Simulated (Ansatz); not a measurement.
# NbC (Fm-3m): equation of state, part 2 of 2

Aim: the bulk modulus of NbC (Fm-3m) from energies at several volumes around the relaxed one.

Ansatz 0.2.0; DFT r²SCAN, scalar-relativistic, plane waves, PAW.

**5. At 1.040 of the relaxed volume**

The input, input.yaml:

```yaml
crystal:
  lattice:
    - [0.0, 2.270350557, 2.270350557]
    - [2.270350557, 0.0, 2.270350557]
    - [2.270350557, 2.270350557, 0.0]
  atoms:
    - { symbol: Nb, position: [0.0, 0.0, 0.0] }
    - { symbol: C, position: [0.5, 0.5, 0.5] }
basis:
  ecutwfc: 500
  ecutrho_ratio: 4
kpoints:
  mp_grid: { grid: [18, 18, 18] }
hamiltonian:
  xc: r2scan
scf:
  occupations: { method: gaussian, width: 0.05 }
output:
  forces: true
  stress: true
  eigenvalues: true
```

Run with:

```sh
$ ansatz run input.yaml --threads 1 --pin off --max-ram 2560MiB --backend cpu --events-out ev --progress --plain --runs-dir out
```

Log:

```text
Warning: RAYON_NUM_THREADS=1 ignored (pool sized by the plan → 1); use --threads N
Engine: ansatz 0.2.0, x86_64-unknown-linux-gnu
Pseudopotentials: kind: paw
Pseudopotential: Nb, paw, valence charge 13, recommended cutoff 500 eV (meta_gga), Nb.paw.azcp
Pseudopotential: C, paw, valence charge 4, recommended cutoff 500 eV (meta_gga), C.paw.azcp
Functional definition: r2SCAN
  parameter k0 = 0.174
  parameter k1 = 0.065
  parameter a1 = 4.9479
  exchange = r2scan_x(k0 = k0, k1 = k1, a1 = a1)
  correlation = r2scan_c
Crystal: 2 atoms, lattice volume = 23.405 Å³
Basis set: ecut = 500 eV, 609 PW (Γ), exchange–correlation on 96×96×96 points (64 copies of the dense FFT grid, shifted against one another)
Bands: 13, of which v1, the nominal top of the filled ones, is band 9 counted from 1 (8 counted from 0)
Symmetry: 48 space group operations
Space group: Fm-3m (ITA 225), of the structure as read, at distance tolerance 2.9e-5 Å
k-points: 195 of 5832
Non-local potential: Nb, projectors of the file, l = 0: 3, l = 1: 2, l = 2: 2, l = 3: 1
Non-local potential: C, projectors of the file, l = 0: 2, l = 1: 2, l = 2: 1
PAW form: soft (Blöchl's): semilocal exchange-correlation on the pseudo side does not see the compensation charge
PAW frozen core: Nb, regenerated for the run's functional (the file was generated under x = pbe(κ = 0.804, μ = 0.2195149727645171), c = pbe(β = 0.06672455060314922))
PAW frozen core: C, regenerated for the run's functional (the file was generated under x = pbe(κ = 0.804, μ = 0.2195149727645171), c = pbe(β = 0.06672455060314922))
PAW one-centre angular grid: Nb, 590 points (default); XC on 160 Gauss nodes
PAW one-centre angular grid: C, 302 points (default); XC on 239 of its mesh's 2573 points in the sphere
Initial density: superposition of atomic densities (neutral atoms: chi_scale 0, normalization atom), corrected by the library's trained network
Initial wavefunctions: pseudopotential atomic-orbital guess
Functional: x = r2scan, c = r2scan; τ floored in thin density (d = 2e-4 eV/Å³)
SCF iter   1: F=—  HF=-4816.533357 eV  |F-HF|=—  |Δ(HF+E_count)|=         —  Δρ=1.50e-2  dr2=6.98e-2  dr2_τ=1.42e-1  ethr=1.77e-3  ⟨swp⟩=5.4  Hψ=14194  notcnv=0
preconditioner: auto → none  [metal: Δε(μ)=0.008 eV  Ē_g=9.596 eV  σ=0.050 eV  W_gap=0.09  n_scr=8 (ndim 8)  ℏωp=23.0 eV  f_vac=0.000  D(μ)=1.12/eV (n_scr^D=14)  sad-step TF]
SCF iter   2: F=—  HF=-4816.536221 eV  |F-HF|=—  |Δ(HF+E_count)|=   2.86e-3  Δρ=5.90e-3  dr2=4.88e-3  dr2_τ=2.14e-3  ethr=4.10e-4  ⟨swp⟩=2.0  Hψ=4924  notcnv=0  defer=79
SCF iter   3: F=—  HF=-4816.537174 eV  |F-HF|=—  |Δ(HF+E_count)|=   9.53e-4  Δρ=2.06e-3  dr2=4.94e-4  dr2_τ=3.94e-5  ethr=2.87e-5  ⟨swp⟩=2.3  Hψ=3110  notcnv=0  defer=79
SCF iter   4: F=—  HF=-4816.537520 eV  |F-HF|=—  |Δ(HF+E_count)|=   3.45e-4  Δρ=3.08e-4  dr2=1.53e-5  dr2_τ=3.33e-6  ethr=2.91e-6  ⟨swp⟩=2.0  Hψ=3294  notcnv=0  defer=79
SCF iter   5: F=—  HF=-4816.537526 eV  |F-HF|=—  |Δ(HF+E_count)|=   6.54e-6  Δρ=6.70e-5  dr2=5.69e-7  dr2_τ=5.12e-8  ethr=9.01e-8  ⟨swp⟩=2.1  Hψ=3439  notcnv=0  defer=79
SCF iter   6: F=-4816.537528 eV  HF=-4816.537528 eV  |F-HF|=4.80e-8  |Δ(HF+E_count)|=   1.94e-6  Δρ=2.55e-5  dr2=9.93e-8  dr2_τ=2.30e-8  ethr=5.88e-10  ⟨swp⟩=7.6  Hψ=12906  notcnv=0
SCF 1 converged in 6 iterations: F = -4816.537528 eV  dr2 = 9.93e-8
SCF converged after 6 iterations
Free energy (F): -4816.537528 eV
Harris-Foulkes:  -4816.537528 eV  (|F-HF|=4.80e-8)
Internal energy: -4816.536167 eV  (E = F + TS)
E sigma→0 (E₀):  -4816.536847 eV
Entropy (-TS):   -0.001362 eV (-0.681 meV/atom)
Fermi energy:    17.967350 eV
--- Per-component energies (eV) ---
  E_band       = -61.233371
  E_kinetic    = 480.194480
  E_local      = -727.927259  (includes V_loc(G=0)·N_el)
  E_nonlocal   = 142.816218
  E_hartree    = 220.184409
  E_xc         = -217.498059
  E_vxc        = -302.018117  (∫ρ·V_xc dr)
  E_paw        = -3189.465656  (= ΣΔE_a)
  E_vpaw       = -112.576298  (= ΣTr[D̂ρ^β])
  E_aug_tail   = 0.000009  (compensation charges beyond the density's cutoff)
  E_vtau       = 17.904916  (kinetic-family band-sum trace: ∫τ·v_τ [+ j·A + Jᵃ·Aᵃ] dr)
  E_ewald      = -1524.623104
  E_core_change = -0.217204  (= ΣΔE_core)
  E_smearing   = -0.001362  (= −TS)
  E_closure    = -0.000000  (closes the sum)
  Σ components = -4816.537528   (vs F -4816.537528, Δ=0.00e0)
--- Forces (eV/Å), atoms counted from 1 ---
  atom   1  Nb    -0.00000000     0.00000000     0.00000000
  atom   2  C      0.00000000     0.00000000     0.00000000
  max |Σ_I F_I| component: 2.70e-30 eV/Å
--- Stress (GPa, compression-positive) ---
      -11.235393       0.000000       0.000000
        0.000000     -11.235393       0.000000
        0.000000       0.000000     -11.235393
  P = ⅓ Tr σ = -11.2354 GPa (-112.354 kbar)
--- Band table (eV; the first three rows and the last of 195) ---
  k-point 0: bands = ["-39.8367", "-14.8445", "-14.8445", "-14.8445", "3.8765", "16.6983", "16.6983", "16.6983", "17.6284", "17.6284", "17.6284", "18.2360", "18.2360"]
  k-point 1: bands = ["-39.8339", "-14.8684", "-14.8467", "-14.8467", "3.9519", "16.2777", "16.5330", "16.5330", "17.1477", "17.1477", "17.8898", "19.0346", "19.0346"]
  k-point 2: bands = ["-39.8259", "-14.9365", "-14.8529", "-14.8529", "4.1728", "15.4821", "15.8133", "15.8133", "17.1904", "17.1904", "18.2577", "20.1619", "20.1619"]
  k-point 194: bands = ["-39.7128", "-15.3310", "-15.2628", "-15.1130", "5.9487", "13.2647", "13.4533", "13.4786", "19.0294", "19.8466", "21.0593", "22.7414", "23.2401"]
```

Wall time 8.6 s (1 thread of Intel Xeon at 2.70GHz, shared host); peak memory 0.43 GiB.

In short: volume 11.703 Å³/atom, pressure -11.24 GPa, a metal on this mesh.

**6. The fit**

Energies have the smearing extrapolated to zero and count from the lowest point.

| volume (Å³/atom) | energy (meV/atom) | pressure (GPa) | gap (eV) |
| --- | --- | --- | --- |
| 10.802 | 18.73 | 13.82 | metal |
| 11.027 | 4.51 | 6.55 | metal |
| 11.252 | 0.00 | 0.00 | metal |
| 11.477 | 4.23 | -5.91 | metal |
| 11.703 | 16.34 | -11.24 | metal |

volume (Å³/atom), energy (meV/atom) and a bar:
```
    10.80       18.7 ##############################
    11.03        4.5 #######
    11.25        0.0 
    11.48        4.2 #######
    11.70       16.3 ##########################
```

**7. What came out**

This closing draws on all 2 parts.

| quantity | value |
| --- | --- |
| V0 | 11.252 Å³/atom |
| B0 | 311 GPa |
| B0′ | 4.2 |
| scatter of the fit | 0.001 meV/atom |

**Reading.** A third-order Birch–Murnaghan fit puts the minimum at 11.25 Å³/atom with a bulk modulus of 311 GPa, a stiff solid. One per cent of compression takes about 3.1 GPa. These are values at 0 K without zero-point motion.
